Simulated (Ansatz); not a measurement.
**Ag: experiment and calculation**

**Experimental background.**

“Reaction selectivity of homochiral versus heterochiral intermolecular reactions of prochiral terminal alkynes on surfaces”, 2019, pmc:6739358 quotes, for a bulk crystal of Ag: lattice constant a 4.086 Å.

The results are compared with them further down.

The calculation used DFT r2SCAN, scalar-relativistic, plane waves, PAW in Ansatz 0.2.0.

Cutoff 500 eV; k points 18×18×18 on the computed 1-atom cell (Γ-centred); Gaussian smearing, width 0.10 eV; no spin polarisation.

Relaxed structure, symmetry kept:

```cif
data_structure
_symmetry_space_group_name_H-M 'Fm-3m'
_symmetry_Int_Tables_number 225
_cell_length_a 4.1042
_cell_length_b 4.1042
_cell_length_c 4.1042
_cell_angle_alpha 90.000
_cell_angle_beta 90.000
_cell_angle_gamma 90.000
_cell_volume 69.13
loop_
_atom_site_label
_atom_site_type_symbol
_atom_site_symmetry_multiplicity
_atom_site_Wyckoff_symbol
_atom_site_fract_x
_atom_site_fract_y
_atom_site_fract_z
_atom_site_occupancy
Ag1 Ag 4 a 0.00000 0.00000 0.00000 1
```

| Item | Value |
| --- | --- |
| Space group | Fm-3m (No. 225) |
| Volume per atom | 116.6 bohr³ |
| Formation energy from the elements' standard states (uncorrected) | -0.001 eV/atom |
| Generalised Kohn–Sham band gap | none (metal) |
| Density of states at the Fermi level | 0.26 states/eV per cell |
| Bulk modulus | 104 GPa |
| Its pressure derivative | 6.0 |
| Bader charges (e) | Ag (1 in the cell) 0.00 |

A measured lattice constant a of Ag is 4.086 Å (quoted in the paper above); the calculated 4.104 Å misses it by +0.4 %. 3 values of this kind are on record in papers (4.085 to 4.086 Å); this one was drawn at random among those near their median. The calculation is for 0 K without zero-point motion.